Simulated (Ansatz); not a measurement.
The system is SiNi.

```
CELL_PARAMETERS angstrom
4.50369 0.00000 0.00000
0.00000 4.50369 0.00000
0.00000 0.00000 4.50369
ATOMIC_POSITIONS crystal
Ni 0.14950 0.14950 0.14950
Ni 0.64950 0.35050 0.85050
Ni 0.85050 0.64950 0.35050
Ni 0.35050 0.85050 0.64950
Si 0.84683 0.84683 0.84683
Si 0.34683 0.65317 0.15317
Si 0.15317 0.34683 0.65317
Si 0.65317 0.15317 0.34683
```

The cell is a database's computed one.

Base run:

```yaml
Program: Ansatz 0.2.0
Functional: PBEsol
Potentials_or_basis: Ansatz PAW
Cutoff: "420 eV (not typed: the program's choice for these potentials)"
k_mesh: 6 × 6 × 6
Occupations: fermi-dirac, width 0.05 eV
Spin: collinear spin, ferromagnetic start
Starting_moments: "[1.0, 1.0, 1.0, 1.0, 0.0, 0.0, 0.0, 0.0] μB"
Hubbard_terms: Ni d U = 6 eV
```

Its results: band gap on the k mesh none (metal or under the smearing width); pressure -5.7 GPa; net moment 0.00 μB per cell; largest force 0.129 eV/Å.

**Question.** The run is repeated on the same cell with these changes: hubbard terms from Ni d U = 6 eV to none; hubbard projectors from ortho-atomic (the default) to none. What comes out?

**Answer.** Band gap on the k mesh none (metal or under the smearing width); pressure -4.6 GPa; net moment 0.00 μB per cell; largest force 0.038 eV/Å.

Caveats: the PAW data sets come from PBE, with cores solved anew for the run's functional, which leaves a small shift of forces and pressure; the starting moments weren't kept; the magnetic or orbital state may not be the lowest (some runs); the U is typed as a test and isn't derived for this compound (some runs).
